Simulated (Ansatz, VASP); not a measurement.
**Re in VASP and in Ansatz**

The input INCAR:

```
PREC     = Accurate       # precision mode
ENCUT    = 520            # plane-wave cutoff, eV
EDIFF    = 1E-7           # SCF threshold, eV
ISMEAR   = 0              # smearing method
SIGMA    = 0.020999999999999998 # smearing width, eV
LREAL    = F              # projectors in reciprocal space
LASPH    = T              # aspherical terms in the spheres
NELM     = 60             # most SCF steps
ALGO     = Fast           # electronic algorithm
ISIF     = 2              # what is computed and relaxed
LWAVE    = F              # write WAVECAR
LCHARG   = F              # write CHGCAR
GGA      = PE             # functional
NBANDS   = 14             # bands
```

File KPOINTS:

```
Automatic mesh
0
Gamma
  11 11 6
```

The input POSCAR:

```
Re
1.0
    2.7608000000      0.0000000000      0.0000000000
   -1.3804000000      2.3909229348      0.0000000000
    0.0000000000      0.0000000000      4.4582000000
Re
2
Direct
    0.6666666667      0.3333333333      0.7500000000
    0.3333333333      0.6666666667      0.2500000000
```

input.yaml

```yaml
crystal:
  lattice:
    - [2.7608, 0.0, 0.0]
    - [-1.3804, 2.3909229348, 0.0]
    - [0.0, 0.0, 4.4582]
  atoms:
    - { symbol: Re, position: [0.6666666667, 0.3333333333, 0.75] }
    - { symbol: Re, position: [0.3333333333, 0.6666666667, 0.25] }
kpoints:
  mp_grid: { grid: [11, 11, 6] }
scf:
  occupations: { method: gaussian, width: 0.021 }
hamiltonian:
  xc: pbe
  pseudopotentials: { kind: all_electron, lapw: { basis_error: 0.001 } }
output:
  forces: true
  stress: true
  eigenvalues: true
```

Alike in both runs: task single point; functional PBE; k mesh 11 × 11 × 6; occupations gaussian, width 0.021 eV; no spin polarisation.

|  | VASP | Ansatz |
| --- | --- | --- |
| version | VASP 6.6.1 | Ansatz 0.2.0 |
| potentials or method | VASP PAW PBE potentials, release 64 (Re) | all-electron LAPW, scalar-relativistic |
| plane-wave cutoff (eV) | 520 | see its input |

VASP gave:

```
gap on the k mesh at the Fermi level (eV)       : none
pressure (GPa)                                  : 5.4
largest component of the traceless stress (GPa) : 0.65
```

Task: Which values does Ansatz return?

Result: gap on the k mesh at the Fermi level (eV): none; pressure (GPa): 5.9; largest component of the traceless stress (GPa): 0.53.

A gap of «none» marks a metal or a gap that the smearing closes. Ansatz ran all-electron here, so the differences hold the error of VASP's frozen core and of both bases.

The runs have no spin-orbit coupling, so splittings on Re are missing.
